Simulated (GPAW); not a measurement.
# MgO (P-6m2) in GPAW: equation of state

How stiff is MgO in PBE, and what volume does it want? The cell is scaled to several volumes.

All numbers are computed with GPAW 26.7.0; they aren't measurements. Logs are shortened: lines on timing, memory, paths and dates and some standing lists are left out, and cuts for length are marked. The log counts tension as positive stress, the text compression.

**1. Starting point**

Symmetry: P-6m2, No. 187, hexagonal system. Conventional cell: a = 2.938 Å, b = 2.938 Å, c = 2.680 Å, α = 90.00°, β = 90.00°, γ = 120.00°. Mg (site symmetry -6m2) is surrounded by 6 O at 2.16 Å. O (site symmetry -6m2) is surrounded by 6 Mg at 2.16 Å.

Measurements of this composition are mostly on another form, of space group No. 225.

**2. Equation of state, PBE**

Input file run.py:

```python
from ase import Atoms
from ase.eos import EquationOfState
from ase.io import Trajectory
from ase.units import GPa
from gpaw import GPAW, PW

atoms = Atoms(['Mg', 'O'],
              cell=[[2.9380209034, 0.0, 0.0],
                    [-1.4690104517, 2.5444007392, 0.0],
                    [0.0, 0.0, 2.67968]],
              scaled_positions=[[0.0, 0.0, 0.0],
                                [0.3333333333, 0.6666666667, 0.5]],
              pbc=True)

traj = Trajectory('eos.traj', 'w')
volumes, energies = [], []
for x in [0.94, 0.96, 0.98, 1.0, 1.02, 1.04, 1.06]:
    a = atoms.copy()
    a.set_cell(atoms.cell * x**(1 / 3), scale_atoms=True)
    calc = GPAW(mode=PW(800),
                xc='PBE',
                kpts={'size': (10, 10, 10), 'gamma': True},
                occupations={'name': 'fermi-dirac', 'width': 0.05},
                nbands=16,
                convergence={'density': 1e-05, 'energy': 1e-05},
                maxiter=150,
                txt=f'eos-{x:.2f}.txt')
    a.calc = calc
    energies.append(a.get_potential_energy(force_consistent=True))
    volumes.append(a.get_volume())
    p = -a.get_stress()[:3].mean() / GPa
    calc.write(f'eos-{x:.2f}.gpw')
    traj.write(a)
    print(f'{x:.2f} {volumes[-1]:10.4f} A^3 {energies[-1]:14.6f} eV {p:9.3f} GPa', flush=True)

v0, e0, B = EquationOfState(volumes, energies, eos='birchmurnaghan').fit()
print(f'V0 = {v0:.4f} A^3, E0 = {e0:.6f} eV, B0 = {B / GPa:.2f} GPa')
```

Potentials or basis: GPAW PAW data sets (gpaw-data 1.2.1), pw.

On the command line:

```bash
OMP_NUM_THREADS=1 python run.py
```

Log:

```text
__  _  _
 | _ |_)|_||  |
 |__||  | ||/\| - 26.7.0

Input parameters:
  mode=PW(ecut=800.0),
  convergence={'density': 1e-05, 'energy': 1e-05},
  kpts=MonkhorstPack(size=(10, 10, 10), gamma=True),
  maxiter=150,
  nbands=16,
  occupations=Occupations(name='fermi-dirac', width=0.05),
  xc=XC(name='PBE')

Diagonalizing LCAO Hamiltonian
Converting LCAO to pw mode

        O

       Mg

Atoms  # Å, Bohr magnetons
|   | symbol |         x |        y |        z |    initial magnetic moments |
|---|--------|-----------|----------|----------|-----------------------------|
| 0 |     Mg |  0.000000 | 0.000000 | 0.000000 | ( 0.0000,  0.0000,  0.0000) |
| 1 |      O | -0.000000 | 1.673342 | 1.321732 | ( 0.0000,  0.0000,  0.0000) |

Unit cell  # Å
| periodic |         x |        y |        z |  lengths |     angles |
|----------|-----------|----------|----------|----------|------------|
|      yes |  2.898313 | 0.000000 | 0.000000 | 2.898313 |  90.000000 |
|      yes | -1.449157 | 2.510013 | 0.000000 | 2.898313 |  90.000000 |
|      yes |  0.000000 | 0.000000 | 2.643464 | 2.643464 | 120.000000 |

Number of symmetries: 12
Symmetry operations  # r_c * U_cc + t_c -> r_c
|    | kind |            matrix            |
|----|------|------------------------------|
|  0 |  σ   |  1, 1, 0,  0,-1, 0,  0, 0, 1 |
|  1 |  C2  |  1, 1, 0,  0,-1, 0,  0, 0,-1 |
|  2 |  E   |  1, 0, 0,  0, 1, 0,  0, 0, 1 |
|  3 |  σ   |  1, 0, 0,  0, 1, 0,  0, 0,-1 |
|  4 |  C3  |  0, 1, 0, -1,-1, 0,  0, 0, 1 |
|  5 |  S3  |  0, 1, 0, -1,-1, 0,  0, 0,-1 |
|  6 |  σ   |  0,-1, 0, -1, 0, 0,  0, 0, 1 |
|  7 |  C2  |  0,-1, 0, -1, 0, 0,  0, 0,-1 |
|  8 |  σ   | -1, 0, 0,  1, 1, 0,  0, 0, 1 |
|  9 |  C2  | -1, 0, 0,  1, 1, 0,  0, 0,-1 |
| 10 |  C3  | -1,-1, 0,  1, 0, 0,  0, 0, 1 |
| 11 |  S3  | -1,-1, 0,  1, 0, 0,  0, 0,-1 |

BZ-sampling:
  Number of BZ points: 1000
  Number of IBZ points: 84

  Monkhorst-Pack size: [10, 10, 10]
  Monkhorst-Pack shift: [0.05, 0.05, 0.05]

K-points  # in reciprocal-cell coordinates
|     |                                coordinates |     weight |
|-----|--------------------------------------------|------------|
|   0 | (  0.00000000,   0.00000000,   0.00000000) | 0.00100000 |
|   1 | (  0.00000000,   0.00000000,   0.10000000) | 0.00200000 |
|   2 | (  0.00000000,   0.00000000,   0.20000000) | 0.00200000 |
|   3 | (  0.00000000,   0.00000000,   0.30000000) | 0.00200000 |
|   4 | (  0.00000000,   0.00000000,   0.40000000) | 0.00200000 |
|   5 | (  0.00000000,   0.00000000,   0.50000000) | 0.00100000 |
|   6 | (  0.10000000,   0.00000000,   0.00000000) | 0.00600000 |
|   7 | (  0.10000000,   0.00000000,   0.10000000) | 0.01200000 |
|   8 | (  0.10000000,   0.00000000,   0.20000000) | 0.01200000 |
|   9 | (  0.10000000,   0.00000000,   0.30000000) | 0.01200000 |
| ... |                                            |            |
|  83 | (  0.50000000,   0.50000000,   0.50000000) | 0.00300000 |

Plane wave coefficients: 1026
Cutoff: 800.0 eV

Spin-components: 1 (collinear spins)
Bands:           16
Projectors:      10
Spin-degeneracy: 2
Datatype:        complex128

Parallelization:
  kpt:    1
  domain: 1
  band:   1

Density:
  Valence electrons: 16.0
  Components: 1
  Grid points: [20 20 18]
  Charge: 0.0  # |e|

Potential:
  Grid points: [20 20 18]

species:
  Mg:
    name:    Magnesium
    Z:       12.0
    valence: 10
    core:    2
    charge:  0.0  # [|e|]
    compensation charges:
      type: gauss
      rc: 0.33  # [Å]
      lmax: 2
    cutoffs:
      filter: 1.86  # [Å]
      core: 0.54  # [Å]
    projectors
    | kind |    occ | energy [eV] | rcut [Å] |
    |------|--------|-------------|----------|
    |   2s |  2.000 |     -79.840 |    1.090 |
    |   3s |  2.000 |      -4.705 |    1.090 |
    |   2p |  6.000 |     -46.613 |    1.085 |
    |   3p |  0.000 |      -1.330 |    1.085 |
    |    d |        |       0.000 |    1.037 |

    Using partial waves for Mg as LCAO basis

  O:
    name:    Oxygen
    Z:       8.0
    valence: 6
    core:    2
    charge:  0.0  # [|e|]
    compensation charges:
      type: gauss
      rc: 0.21  # [Å]
      lmax: 2
    cutoffs:
      filter: 1.17  # [Å]
      core: 0.83  # [Å]
    projectors
    | kind |    occ | energy [eV] | rcut [Å] |
    |------|--------|-------------|----------|
    |   2s |  2.000 |     -23.961 |    0.688 |
    |   2p |  4.000 |      -9.029 |    0.598 |
    |    s |        |       3.251 |    0.688 |
    |    p |        |      18.182 |    0.598 |
    |    d |        |       0.000 |    0.619 |

    Using partial waves for O as LCAO basis

Reference energy: -7490.497190  # eV

eigensolver:
  PPCG
  Converge bands: occupied
  niter=2

density mixing:
  MSR1-Mixer
  Pratt-step length: 0.05
  Maximum mixing coefficient: 0.75
  Old densities: 10
  SVD Regularization: 0.005
  Good broyden scale: 1.0
  Trust region scale: 1.0
  Backstep threshold: 4.0
  History deletion threshold: 6.0
  Fourier metric: weight=20.0, sigma=0.015

occupation numbers:
  Fermi-Dirac:
    width: 0.0500  # eV

poisson solver:
  ecut: 6400.0  # eV

xc functional:
  name: PBE with 2 nearest neighbor stencil

convergence criteria:
- Maximum integral of absolute [dens]ity change: 1e-05 electrons / valence electron
- Maximum [total energy] change in last 3 cyles: 1e-05 eV / valence electron
- Maximum integral of absolute [eigenst]ate change: 4e-08 eV^2 / valence electron
maximum number of iterations: 150

SCF iterations
|iter     | |      energy | eigst |  dens |
|---------|-|-------------|-------|-------|
|iter:   1| |  -13.025436 | +0.17 |       |
|iter:   2| |  -12.625111 | -2.05 | -0.97 |
|iter:   3| |  -11.521180 | -1.44 | -1.03 |
|iter:   4| |  -11.518738 | -3.07 | -1.56 |
|iter:   5| |  -11.521394 | -3.14 | -1.83 |
|iter:   6| |  -11.521453 | -5.23 | -2.98 |
|iter:   7| |  -11.521472c| -6.09 | -3.36 |
|iter:   8| |  -11.521472c| -7.95c| -4.38 |
|iter:   9| |  -11.521472c| -8.07c| -5.07c|

Converged in 9 steps
Energy contributions relative to reference atoms: (reference = -7490.497190)

Energy contributions:
  Kinetic:          12.196861
  Coulomb:          -9.951725
  Zero:              0.193700
  External:          0.000000
  Xc:              -13.960308
  Entropy:          -0.000000
  Spinorbit:         0.000000
  ----------------------------
  Free energy:     -11.521472
  Extrapolated:    -11.521472

dipole moment: (-2.260923, -3.496562, -3.792909)  # |e|*Ang

Fermi level: 6.396
Eigenvalues  # (at kpt = [0.000, 0.000, 0.000])
| band index |      eig [eV] | occ [0-2] |
|------------|---------------|-----------|
|          0 |       -68.071 |     2.000 |
|          1 |       -34.827 |     2.000 |
|          2 |       -34.827 |     2.000 |
|          3 |       -34.765 |     2.000 |
|          4 |       -12.332 |     2.000 |
|          5 |         4.646 |     2.000 |
|          6 |         4.646 |     2.000 |
|          7 |         4.870 |     2.000 |
|          8 |         8.630 |     0.000 |
|          9 |        17.309 |     0.000 |
|         10 |        21.218 |     0.000 |
|         11 |        21.218 |     0.000 |
|         12 |        25.623 |     0.000 |
|         13 |        26.854 |     0.000 |
|         14 |        28.453 |     0.000 |
|         15 |        28.453 |     0.000 |

Gap: 3.358 eV
Transition (v -> c):
  (s=0, k=54, n=7, [0.40, 0.30, 0.00]) -> (s=0, k=0, n=8, [0.00, 0.00, 0.00])
Direct/indirect transitions are different
Direct gap: 3.761 eV
Transition at: (s=0, k=0, n=7, [0.00, 0.00, 0.00])

Stress tensor  # eV/Ang^3
|         x |         y |         z |
|-----------|-----------|-----------|
| -0.034712 | -0.000000 |  0.000000 |
|  0.000000 | -0.034712 |  0.000000 |
|  0.000000 |  0.000000 | -0.044539 |

# Writing to eos-0.96.gpw (mode='')
```

Wall time 1.7 min (1 thread of AMD EPYC 7B13 (Zen 3), shared host); peak memory 0.31 GiB.

Results:

```yaml
Equilibrium_volume: 10.02 Å³/atom
Bulk_modulus_at_fixed_shape_and_positions: 139 GPa
Pressure_derivative_of_the_bulk_modulus: 4.0
```

Energy against volume, from the lowest point:
```csv
volume (Å³/atom),energy (meV/atom)
9.415,17.60
9.615,7.60
9.816,1.87
10.016,0.00
10.216,1.63
10.417,6.40
10.617,14.04
```

Caveat: the cell was scaled at fixed shape and fractional positions, which overstates the stiffness of a crystal with free parameters, most of all of layers and chains.
